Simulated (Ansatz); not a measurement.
MoSe₂ in the 2H-MoS2-type structure at its r2SCAN+rVV10 geometry, run in Ansatz at 3 levels of theory. Calculated for a static, non-magnetic cell.

The r2SCAN input:
```yaml
crystal:
  lattice:
    - [3.305392696, 0.0, 0.0]
    - [-1.652696348, 2.8625540442, 0.0]
    - [0.0, 0.0, 13.087834096]
  atoms:
    - { symbol: Mo, position: [0.3333333333, 0.6666666667, 0.25] }
    - { symbol: Mo, position: [0.6666666667, 0.3333333333, 0.75] }
    - { symbol: Se, position: [0.6666666667, 0.3333333333, 0.376631369] }
    - { symbol: Se, position: [0.6666666667, 0.3333333333, 0.123368631] }
    - { symbol: Se, position: [0.3333333333, 0.6666666667, 0.876631369] }
    - { symbol: Se, position: [0.3333333333, 0.6666666667, 0.623368631] }
kpoints:
  mp_grid: { grid: [12, 12, 2] }
  band_path:
    path:
      - [0.0, 0.0, 0.0]
      - [0.5, 0.0, 0.0]
      - [0.3333333333, 0.3333333333, 0.0]
      - [0.0, 0.0, 0.5]
      - [0.5, 0.0, 0.5]
      - [0.3333333333, 0.3333333333, 0.5]
      - [0.182292, 0.184896, 0.0]
    npoints: 1
hamiltonian:
  xc: r2scan
scf:
  occupations: { method: fixed }
  n_extra_bands: 5
output:
  forces: true
  stress: true
  eigenvalues: true
  write_density: true
  write_potential: true
  elf: true
  volumetric_format: npy
```

Main results, then, where recorded, the levels near the gap in eV from the Fermi energy (columns number the bands from 0), one row a point of the path (Γ, M, K, A, L, H, K–Γ (0.45)):
```
Crystal: 6 atoms, lattice volume = 123.835 Å³
Symmetry: 24 space group operations
Space group: P63/mmc (ITA 194)
```
```
Basis set: ecut = 500 eV, 3119 PW (Γ)
k-points: 38 of 288
SCF converged after 8 iterations
Free energy (F): -31852.174347 eV
Fermi energy:    11.874839 eV
--- Forces (eV/Å), atoms counted from 1 ---
  atom   1  Mo      0.00000      0.00000      0.00000
  atom   2  Mo      0.00000      0.00000      0.00000
  atom   3  Se      0.00000      0.00000    -0.04281
  atom   4  Se      0.00000      0.00000      0.04281
  atom   5  Se      0.00000      0.00000    -0.04281
  atom   6  Se      0.00000      0.00000      0.04281
--- Stress (GPa, compression-positive) ---
        1.260370       0.000000       0.000000
        0.000000       1.260370       0.000000
        0.000000       0.000000       1.144764
  P = ⅓ Tr σ = 1.2218 GPa (12.218 kbar)
```
```tsv
band_42	band_43	band_44	band_45	band_46	band_47	band_48
-1.651	-1.020	-0.976	0.000	2.580	2.580	2.636
-1.307	-1.189	-1.104	-1.099	1.601	1.644	1.922
-2.532	-2.532	-0.491	-0.328	1.163	1.163	1.914
-1.672	-1.672	-0.206	-0.206	2.596	2.596	2.596
-1.203	-1.203	-1.138	-1.138	1.620	1.620	2.071
-2.679	-2.679	-0.419	-0.419	1.166	1.166	2.343
-1.620	-1.554	-1.160	-1.132	1.001	1.769	1.859
```

The r2SCAN gap is indirect, 1.00 eV (Γ to K–Γ (0.45 of the way from K)), below the direct gap of 1.49 eV at K.

Problem. In the first input these blocks are replaced (the band path and keys that only write files left aside):
```yaml
kpoints:
  mp_grid: { grid: [6, 6, 2] }
hamiltonian:
  xc: hse06
```
What comes out?

Solution.
```
Basis set: ecut = 420 eV, 2491 PW (Γ)
k-points: 14 of 72
Exchange kernel: α = 0.2500, screened, ω = 0.2079 Å⁻¹, Wigner–Seitz truncation, v(0) = 1045.2587 eV·Å³, q-mesh 6×6×2
hybrid outer 1: dexx = +2.848e-2 eV, tail = 2.29e-4 eV
hybrid outer 2: dexx = +8.259e-6 eV, tail = 9.56e-8 eV, Δε = 2.15e-3 eV, ΔF = 1.07e-2 eV/Å
hybrid outer 3: dexx = +1.977e-9 eV, tail = 3.37e-9 eV, Δε = 9.91e-5 eV, ΔF = 9.90e-5 eV/Å
hybrid SCF converged: 3 outer / 17 inner (+5 warm-up)
Free energy (F): -31802.289027 eV
Fermi energy:    11.655445 eV
--- Forces (eV/Å), atoms counted from 1 ---
  atom   1  Mo      0.00000      0.00000      0.00000
  atom   2  Mo      0.00000      0.00000      0.00000
  atom   3  Se      0.00000      0.00000    -0.34806
  atom   4  Se      0.00000      0.00000      0.34806
  atom   5  Se      0.00000      0.00000    -0.34806
  atom   6  Se      0.00000      0.00000      0.34806
--- Stress (GPa, compression-positive) ---
       -2.174336       0.000000       0.000000
        0.000000      -2.174336       0.000000
        0.000000       0.000000      -1.115914
  P = ⅓ Tr σ = -1.8215 GPa (-18.215 kbar)
```
```tsv
band_42	band_43	band_44	band_45	band_46	band_47	band_48
-1.684	-1.112	-1.038	0.000	3.133	3.133	3.194
-1.341	-1.308	-1.207	-1.122	2.085	2.134	2.432
-2.698	-2.698	-0.464	-0.283	1.546	1.546	2.389
-1.707	-1.707	-0.223	-0.223	3.150	3.150	3.150
-1.248	-1.248	-1.232	-1.232	2.107	2.107	2.599
-2.858	-2.858	-0.383	-0.383	1.549	1.549	2.858
-1.731	-1.655	-1.243	-1.205	1.389	2.250	2.360
```
HSE06 gives an indirect gap of 1.39 eV, from Γ to K–Γ (0.45 of the way from K); the least direct gap is 1.83 eV at K. The mean pressure at these positions is -1.8 GPa, compression counted positive. (The program warns that its thresholds are loose for a hybrid's stress.)

PBE0. Against the first input these blocks differ (the band path and keys that only write files left aside):
```yaml
kpoints:
  mp_grid: { grid: [6, 6, 2] }
hamiltonian:
  xc: pbe0
```

```
Basis set: ecut = 420 eV, 2491 PW (Γ)
k-points: 14 of 72
Exchange kernel: α = 0.2500, full range, Wigner–Seitz truncation, v(0) = 14611.1344 eV·Å³, q-mesh 6×6×2
hybrid outer 1: dexx = +4.092e-2 eV, tail = 2.91e-4 eV
hybrid outer 2: dexx = +6.922e-6 eV, tail = 1.43e-7 eV, Δε = 3.11e-3 eV, ΔF = 1.30e-2 eV/Å
hybrid outer 3: dexx = +4.330e-9 eV, tail = 6.83e-9 eV, Δε = 5.16e-5 eV, ΔF = 1.81e-4 eV/Å
hybrid SCF converged: 3 outer / 17 inner (+5 warm-up)
Free energy (F): -31801.217433 eV
Fermi energy:    11.321953 eV
--- Forces (eV/Å), atoms counted from 1 ---
  atom   1  Mo      0.00000      0.00000      0.00000
  atom   2  Mo      0.00000      0.00000      0.00000
  atom   3  Se      0.00000      0.00000    -0.33801
  atom   4  Se      0.00000      0.00000      0.33801
  atom   5  Se      0.00000      0.00000    -0.33801
  atom   6  Se      0.00000      0.00000      0.33801
--- Stress (GPa, compression-positive) ---
       -2.269960       0.000000       0.000000
        0.000000      -2.269960       0.000000
        0.000000       0.000000      -1.084097
  P = ⅓ Tr σ = -1.8747 GPa (-18.747 kbar)
```
```tsv
band_42	band_43	band_44	band_45	band_46	band_47	band_48
-1.701	-1.157	-1.051	0.000	3.821	3.821	3.888
-1.360	-1.336	-1.233	-1.136	2.766	2.817	3.133
-2.738	-2.738	-0.474	-0.280	2.204	2.204	3.066
-1.724	-1.724	-0.229	-0.229	3.840	3.840	3.840
-1.274	-1.274	-1.248	-1.248	2.789	2.789	3.304
-2.904	-2.904	-0.386	-0.386	2.207	2.207	3.546
-1.756	-1.677	-1.282	-1.241	2.050	2.938	3.061
```

The PBE0 gap is indirect, 2.05 eV (Γ to K–Γ (0.45 of the way from K)), below the direct gap of 2.48 eV at K. The mean pressure at these positions is -1.9 GPa, compression counted positive. (The program warns that its thresholds are loose for a hybrid's stress.)

The hybrids run on coarser meshes, which limits their stresses and small splittings of levels.

Totals of different functionals can't be compared.

The runs are scalar-relativistic, without spin-orbit coupling.

The meshes of the hybrids are coarse, so their gaps aren't converged to the digits shown.
